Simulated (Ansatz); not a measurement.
Si2C, ordered on the diamond lattice with 6 atoms a cell, 6 atoms and 24 valence electrons in a cell of about 77 Å³, was run 4 times in the PAW code Ansatz, each time on 4 threads of Arm Neoverse V1, on a shared host.

```csv
run,k mesh,irreducible k,cutoff (eV),plane waves,bands,SCF iterations,wall time,peak host memory (GiB)
"relaxation, PBE",12×12×4,69,420,1589,18,66,16 s,0.42
"relaxation, r2SCAN",12×12×4,69,500,1969,18,28,15 s,0.59
"bands, PBE",12×12×4,69,420,1529,17,7,2.5 s,0.39
"single point, r2SCAN",12×12×4,69,500,1969,17,9,5.2 s,0.56
```

The slowest run (relaxation, PBE) took about 6 times as long as the quickest (bands, PBE).
